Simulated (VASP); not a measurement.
Mg2Si:

```
CELL_PARAMETERS angstrom
0.00000 3.17969 3.17969
3.17969 0.00000 3.17969
3.17969 3.17969 0.00000
ATOMIC_POSITIONS crystal
Si 0.00000 0.00000 0.00000
Mg 0.25000 0.25000 0.25000
Mg 0.75000 0.75000 0.75000
```

The cell was built by a generator and needn't be a form met in nature.

Base run:

- Program: VASP 6.6.1
- Functional: PBE0
- Potentials or basis: VASP PAW PBE potentials, release 64 (Si, Mg)
- Cutoff: 520 eV
- k mesh: 6 × 6 × 6
- Occupations: gaussian, width 0.02 eV
- Spin: no spin polarisation

Its results: band gap on the k mesh 1.20 eV, indirect (least direct gap 3.09 eV); pressure -1.0 GPa.

**Question.** The run is repeated on the same cell with these changes: functional from PBE0 to HSE06. What comes out?

**Answer.** Band gap on the k mesh 0.59 eV, indirect (least direct gap 2.47 eV); pressure -0.8 GPa.

Caveats: the PAW data sets were made with another functional, which shifts forces and pressure a little.
